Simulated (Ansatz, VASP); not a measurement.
Mg in VASP and in Ansatz

```
Mg
1.0
     3.14749    0.00000    0.00000
    -1.57375    2.72581    0.00000
     0.00000    0.00000    5.02902
Mg
2
Direct
  0.33333 0.66667 0.25000
  0.66667 0.33333 0.75000
```

Alike in both runs: functional LDA; k mesh 12 × 12 × 7; occupations fermi-dirac, width 0.05 eV; no spin polarisation.

Ansatz relaxed the structure, and its values are those at the end. VASP's run is a single point on that final structure, the one shown.

|  | VASP | Ansatz |
| --- | --- | --- |
| version | VASP 6.6.1 | Ansatz 0.2.0 |
| potentials or method | VASP PAW LDA potentials, release 64 (Mg) | PAW with Ansatz's default frozen-core files, scalar-relativistic |
| plane-wave cutoff (eV) | 520 | 420 |
| valence electrons in the cell | 4 | 20 |

```tsv
	VASP	Ansatz	Ansatz less VASP
pressure (GPa)	-0.3	0.0	+0.33
```

The two sets of potentials don't hold the same shells in valence.
